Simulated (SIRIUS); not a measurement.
# CaO (Fm-3m) in SIRIUS: reference runs

Aim: a first look at CaO with PBE, on the cell as given and on a disturbed one.

Everything below comes from runs of SIRIUS 7.10.0. Logs are shortened: lines on timing, memory, paths and dates and some standing lists are left out, and cuts for length are marked. The log counts tension as positive stress, the text compression.

## Step 1: The crystal as given

Symmetry: Fm-3m, No. 225, cubic system. The conventional cell has a = 4.807 Å, b = 4.807 Å, c = 4.807 Å, α = 90.00°, β = 90.00°, γ = 90.00°. Around Ca (site symmetry m-3m) lie 6 O at 2.40 Å. O (site symmetry m-3m) is surrounded by 6 Ca at 2.40 Å.

The cell is a database's computed one.

## Step 2: Single point, PBE (atoms moved at random, drawn with an rms of 0.05 Å)

Contents of sirius.json:

```json
{
  "control": {
    "processing_unit": "cpu",
    "verbosity": 2,
    "num_bands_to_print": 15,
    "print_forces": true,
    "print_stress": true
  },
  "parameters": {
    "electronic_structure_method": "pseudopotential",
    "xc_functionals": ["XC_GGA_X_PBE", "XC_GGA_C_PBE"],
    "gk_cutoff": 9.2,
    "pw_cutoff": 18.4,
    "ngridk": [10, 10, 10],
    "shiftk": [0, 0, 0],
    "smearing": "fermi_dirac",
    "smearing_width": 0.0018374661,
    "num_bands": 15,
    "num_mag_dims": 0,
    "num_dft_iter": 100,
    "energy_tol": 1e-08,
    "density_tol": 1e-06
  },
  "iterative_solver": {
    "type": "davidson",
    "min_tolerance": 1e-10
  },
  "mixer": {
    "type": "anderson",
    "beta": 0.7,
    "max_history": 8
  },
  "settings": {
    "tol_ne": 1e-10
  },
  "unit_cell": {
    "lattice_vectors": [
      [0.0, 0.707106781187, 0.707106781187],
      [0.707106781187, 0.0, 0.707106781187],
      [0.707106781187, 0.707106781187, 0.0]
    ],
    "lattice_vectors_scale": 6.4234456684,
    "atom_coordinate_units": "lattice",
    "atom_types": ["Ca", "O"],
    "atom_files": {
      "O": "O.json",
      "Ca": "Ca.json"
    },
    "atoms": {
      "Ca": [
        [0.010868, -0.003936, -0.00569]
      ],
      "O": [
        [0.514541, 0.50652, 0.488573]
      ]
    }
  }
}
```

Potentials or basis: PseudoDojo 0.4.1 PBE standard (scalar relativistic).

On the command line:

```
$ upf_to_json O.upf
$ upf_to_json Ca.upf
$ OMP_NUM_THREADS=1 sirius.scf --input=sirius.json --output=out.json --task=0
```

Log:

```text
[info] SIRIUS version : 7.10.0
[info] number of MPI ranks           : 1
[info] MPI grid                      : 1 1
[info] maximum number of OMP threads : 1
[fft] FFT context for density and potential
[fft] =====================================
[fft]   comm size                             : 1
[fft]   plane wave cutoff                     : 18.4
[fft]   grid size                             : 40 40 40   total : 64000
[fft]   grid limits                           : -19 20   -19 20   -19 20
[fft]   number of G-vectors within the cutoff : 9874
[fft]   local number of G-vectors             : 9874
[fft]   number of G-shells                    : 557
[fft] FFT context for coarse grid
[fft] =====================================
[fft]   comm size                             : 1
[fft]   plane wave cutoff                     : 18.4
[fft]   grid size                             : 40 40 40   total : 64000
[fft]   grid limits                           : -19 20   -19 20   -19 20
[fft]   number of G-vectors within the cutoff : 9874
[fft]   local number of G-vectors             : 9874
[fft]   number of G-shells                    : 557
[unit cell] lattice vectors
[unit cell]   a1 :       0.0000000000      4.5420619907      4.5420619907
[unit cell]   a2 :       4.5420619907      0.0000000000      4.5420619907
[unit cell]   a3 :       4.5420619907      4.5420619907      0.0000000000
[unit cell] reciprocal lattice vectors
[unit cell]   b1 :      -0.6916666175      0.6916666175      0.6916666175
[unit cell]   b2 :       0.6916666175     -0.6916666175      0.6916666175
[unit cell]   b3 :       0.6916666175      0.6916666175     -0.6916666175
[unit cell] unit cell volume :       187.40844940 [a.u.^3]
[unit cell] 1/sqrt(omega)    :         0.07304751
[unit cell] MT volume        :         0.00000000 ( 0.00%)
[unit cell] IT volume        :       187.40844940 (100.00%)
[unit cell] number of atom types : 2
[unit cell] type id : 0 symbol : Ca mt_radius :  17.650000 num_atoms : 1
[unit cell] type id : 1 symbol :  O mt_radius :   9.350000 num_atoms : 1
[unit cell] total number of atoms : 2
[unit cell] number of symmetry classes : 2
[unit cell] number of PAW atoms : 0
[unit cell] atom id  type id  class id             position                      vector_field
[unit cell] ------------------------------------------------------------------------------------------
[unit cell]      0        0        0      0.01087  -0.00394  -0.00569      0.00000   0.00000   0.00000
[unit cell]      1        1        1      0.51454   0.50652   0.48857      0.00000   0.00000   0.00000
[unit cell] atom id         position (Cartesian, a.u.)
[unit cell] ---------------------------------------------
[unit cell]      0      -0.043722    0.023519    0.031486
[unit cell]      1       4.519774    4.556206    4.637722
[unit cell] class id : 0 atom id : 0
[unit cell] class id : 1 atom id : 1
[unit cell] minimum bond length:     4.477948
[unit cell] total number of pseudo wave-functions: 9
[sym] space group number   : 1
[sym] international symbol : P1
[sym] Hall symbol          : P 1
[sym] space group transformation matrix :
[sym]  -1.0000 -1.0000 -1.0000
[sym]   1.0000  0.0000  0.0000
[sym]   0.0000  0.0000  1.0000
[sym] space group origin shift :
[sym]   0.0000  0.0000  0.0000
[sym] number of space group operations  : 1
[sym] number of magnetic group operations : 1
[sym] metric tensor error: 0.0000e+00
[sym] rotation matrix error: 4.4409e-16
[sym] symmetry operations
[... list of symmetry operations ...]
[atom type] label          : Ca
[atom type] --------------------------------------------------------------------------------
[atom type] symbol         : Ca
[atom type] name           :
[atom type] zn             : 10
[atom type] mass           : 0
[atom type] mt_radius      : 17.65
[atom type] num_mt_points  : 1766
[atom type] grid_origin    : 0
[atom type] grid_name      : external
[... 356 lines left out ...]
[find] Hartree energy of density residual : 1.939370405079e-17
[find] bands are converged : true
[find] iterative solver converged : false
[find] +------------------------------+
[find] | SCF iteration  21 out of 100|
[find] +------------------------------+
[diagonalize] iterative solver tolerance (occupied, empty): 1.26794e-10 1.26794e-10
[diagonalize] average number of iterations: 3.38294
[diagonalize] Lowest band energies
[diagonalize] ik:    0   -1.097744   -0.390660   -0.390609   -0.390609   -0.282333    0.285963    0.285971    0.285972    0.460452    0.515356    0.515544    0.515585    0.570391    0.570676    0.837983
[diagonalize] ik:    1   -1.097391   -0.395685   -0.390821   -0.390800   -0.277049    0.272771    0.280962    0.281109    0.477137    0.513996    0.521693    0.521799    0.579164    0.579473    0.852618
[diagonalize] ik:    2   -1.096462   -0.407203   -0.391314   -0.391295   -0.264880    0.244830    0.268924    0.269050    0.510928    0.519144    0.538783    0.538880    0.601875    0.602181    0.874137
[diagonalize] ik:    3   -1.095307   -0.419258   -0.391919   -0.391903   -0.251949    0.216819    0.255709    0.255804    0.521700    0.559020    0.562352    0.562413    0.630654    0.630964    0.857032
[diagonalize] ik:    4   -1.094364   -0.427867   -0.392403   -0.392390   -0.242557    0.197084    0.246041    0.246110    0.536478    0.583323    0.583987    0.589952    0.656710    0.657165    0.823074
[diagonalize] ...
[diagonalize] ik:  499   -1.093002   -0.412365   -0.400881   -0.398325   -0.269839    0.236602    0.264591    0.269448    0.432952    0.584587    0.617596    0.620440    0.631478    0.708660    0.794937
[diagonalize] ik:  500   -1.093280   -0.415581   -0.401533   -0.396761   -0.260577    0.228681    0.250809    0.261726    0.463585    0.582276    0.607172    0.618119    0.632606    0.714674    0.814676
[diagonalize] ik:  501   -1.093623   -0.422796   -0.397900   -0.394803   -0.250076    0.211622    0.244336    0.252526    0.503654    0.568140    0.605576    0.615817    0.648966    0.702184    0.808344
[diagonalize] ik:  502   -1.093899   -0.428734   -0.394107   -0.393199   -0.242119    0.195998    0.242713    0.245321    0.538515    0.567043    0.596321    0.618392    0.662999    0.677689    0.807069
[diagonalize] ik:  503   -1.094004   -0.430936   -0.392581   -0.392573   -0.239176    0.190012    0.242509    0.242554    0.545137    0.592044    0.592999    0.599895    0.668340    0.668805    0.808893
[find] Charges and magnetic moments
[find] --------------------------------------------------------------------------------
[find] total charge          : 16.000000
[find] Energy
[find] --------------------------------------------------------------------------------
[find] valence_eval_sum               :      -3.65393686
[find] <rho|V^{XC}>                   :     -11.75533767
[find] <rho|E^{XC}>                   :     -11.62254681
[find] <mag|B^{XC}>                   :       0.00000000
[find] <rho|V^{H}>                    :      20.70224543
[find] one-electron contribution      :     -12.60084462 (Ha),     -25.20168923 (Ry)
[find] hartree contribution           :      10.35112272
[find] xc contribution                :     -11.62254681
[find] ewald contribution             :     -41.51486323
[find] PAW contribution               :       0.00000000
[find] smearing (-TS)                 :      -0.00000000
[find] SCF correction                 :      -0.00000006
[find] Total energy                   :     -55.38713199 (Ha),    -110.77426398 (Ry)
[find] Free energy (E-TS)             :     -55.38713199 (Ha),    -110.77426398 (Ry)
[find] band gap (eV)                  :       3.66736153
[find] Efermi                         :       0.35356612
[find] iteration : 21, RMS : 1.600821637434e-09, energy difference : -5.329070518201e-13
[find] Hartree energy of density residual : 2.151475627853e-16
[find] bands are converged : true
[find] iterative solver converged : true
[find] converged after 22 SCF iterations!
[find] Charges and magnetic moments
[find] --------------------------------------------------------------------------------
[find] total charge          : 16.000000
[find] Energy
[find] --------------------------------------------------------------------------------
[find] valence_eval_sum               :      -3.65393686
[find] <rho|V^{XC}>                   :     -11.75533767
[find] <rho|E^{XC}>                   :     -11.62254681
[find] <mag|B^{XC}>                   :       0.00000000
[find] <rho|V^{H}>                    :      20.70224543
[find] one-electron contribution      :     -12.60084462 (Ha),     -25.20168923 (Ry)
[find] hartree contribution           :      10.35112272
[find] xc contribution                :     -11.62254681
[find] ewald contribution             :     -41.51486323
[find] PAW contribution               :       0.00000000
[find] smearing (-TS)                 :      -0.00000000
[find] SCF correction                 :      -0.00000006
[find] Total energy                   :     -55.38713199 (Ha),    -110.77426398 (Ry)
[find] Free energy (E-TS)             :     -55.38713199 (Ha),    -110.77426398 (Ry)
[find] band gap (eV)                  :       3.66736153
[find] Efermi                         :       0.35356612
[ground_state] === stress tensor components [kbar] ===
[ground_state] === stress_kin ===
[ground_state] -25601.304326   -0.064712    0.439678
[ground_state]    -0.064712-25600.985979   -0.192424
[ground_state]     0.439678   -0.192424-25604.439804
[ground_state] === stress_har ===
[ground_state] -5412.980389   -0.700193    4.797241
[ground_state]    -0.700193-5411.719672   -2.098055
[ground_state]     4.797241   -2.098055-5425.394615
[ground_state] === stress_ewald ===
[ground_state] 21732.399070   -1.240154    8.499639
[ground_state]    -1.24015421735.059187   -3.717167
[ground_state]     8.499639   -3.71716721706.192604
[ground_state] === stress_vloc ===
[ground_state]  6945.207947    1.969406  -13.494443
[ground_state]     1.969406 6941.232723    5.901683
[ground_state]   -13.494443    5.901683 6984.361253
[ground_state] === stress_xc ===
[ground_state]   472.636534   -0.003880    0.025729
[ground_state]    -0.003880  472.647726   -0.011281
[ground_state]     0.025729   -0.011281  472.526333
[ground_state] === stress_core ===
[ground_state]  4660.822969    0.000923   -0.004232
[ground_state]     0.000923 4660.820766    0.001922
[ground_state]    -0.004232    0.001922 4660.844904
[ground_state] === stress_nonloc ===
[ground_state] -2809.833167    0.026185   -0.178120
[ground_state]     0.026185-2809.951148    0.077937
[ground_state]    -0.178120    0.077937-2808.670451
[ground_state] === stress_us_nl ===
[ground_state] -2809.833167    0.026185   -0.178120
[ground_state]     0.026185-2809.951148    0.077937
[ground_state]    -0.178120    0.077937-2808.670451
[ground_state] === stress_total ===
[ground_state]   -13.051362   -0.012423    0.085493
[ground_state]    -0.012423  -12.896398   -0.037386
[ground_state]     0.085493   -0.037386  -14.579776
[ground_state] ==== total Forces in Ha/bohr =====
[ground_state] atom:    0, force:       0.0006454     -0.0002820      0.0019512
[ground_state] atom:    1, force:      -0.0006479      0.0002835     -0.0019531
[ground_state] ==== ultrasoft contribution from Qij =====
[ground_state] atom:    0, force:       0.0000000      0.0000000      0.0000000
[ground_state] atom:    1, force:       0.0000000      0.0000000      0.0000000
[ground_state] ==== non-local contribution from Beta-projector =====
[ground_state] atom:    0, force:       0.0006118     -0.0002676      0.0018274
[ground_state] atom:    1, force:       0.0002217     -0.0000973      0.0006490
[ground_state] ==== contribution from local potential =====
[ground_state] atom:    0, force:      -0.0286432      0.0125247     -0.0859807
[ground_state] atom:    1, force:       0.0277686     -0.0121421      0.0833766
[ground_state] ==== contribution from core density =====
[ground_state] atom:    0, force:      -0.0000156      0.0000068     -0.0000460
[ground_state] atom:    1, force:       0.0000541     -0.0000231      0.0001719
[ground_state] ==== Ewald forces from ions =====
[ground_state] atom:    0, force:       0.0286924     -0.0125459      0.0861506
[ground_state] atom:    1, force:      -0.0286924      0.0125459     -0.0861506
[~DFT_ground_state] local op. applied: 352849
[~DFT_ground_state] evp. work count: 94816.6
[~DFT_ground_state] number of iterative solver steps: 23292
```

Wall time 18 min (1 thread of Arm Neoverse N1, shared host); peak memory 2.1 GiB.

What came out:

```yaml
Free_energy: -1507.1606 eV
Pressure: 1.4 GPa
Largest_force: 0.107 eV/Å
Band_gap_on_the_k_mesh: 3.67 eV
```

Forces on the atoms (eV/Å):
```
Ca   0.033 -0.015  0.100
O   -0.033  0.015 -0.100
```

Stress tensor (GPa, compression positive):
```
 1.31  0.00 -0.01
 0.00  1.29  0.00
-0.01  0.00  1.46
```

A k mesh can miss the band edges.

## Step 3: Single point, PBE

sirius.json, as its differences from that of step 2:

```diff
@@ -37,7 +37,6 @@
     "lattice_vectors": [
-      [0.0, 0.707106781187, 0.707106781187],
-      [0.707106781187, 0.0, 0.707106781187],
-      [0.707106781187, 0.707106781187, 0.0]
+      [0.0, 4.542061990724, 4.542061990724],
+      [4.542061990724, 0.0, 4.542061990724],
+      [4.542061990724, 4.542061990724, 0.0]
     ],
-    "lattice_vectors_scale": 6.4234456684,
     "atom_coordinate_units": "lattice",
@@ -45,4 +44,4 @@
     "atom_files": {
-      "O": "O.json",
-      "Ca": "Ca.json"
+      "Ca": "Ca.json",
+      "O": "O.json"
     },
@@ -50,6 +49,6 @@
       "Ca": [
-        [0.010868, -0.003936, -0.00569]
+        [0.0, 0.0, 0.0]
       ],
       "O": [
-        [0.514541, 0.50652, 0.488573]
+        [0.5, 0.5, 0.5]
       ]
```

Potentials or basis: PseudoDojo 0.4.1 PBE standard (scalar relativistic).

On the command line:

```
$ upf_to_json Ca.upf
$ upf_to_json O.upf
$ OMP_NUM_THREADS=1 sirius.scf --input=sirius.json --output=out.json --task=0
```

It took 51 s on 1 thread of Arm Neoverse V2, shared host; peak memory 0.35 GiB.

Results (log left out):

```
Free energy            : -1507.1626 eV
Pressure               : 1.3 GPa
Band gap on the k mesh : 3.66 eV
```

A k mesh can miss the band edges. A hybrid or GW would open this gap; PBE tends to underestimate it.
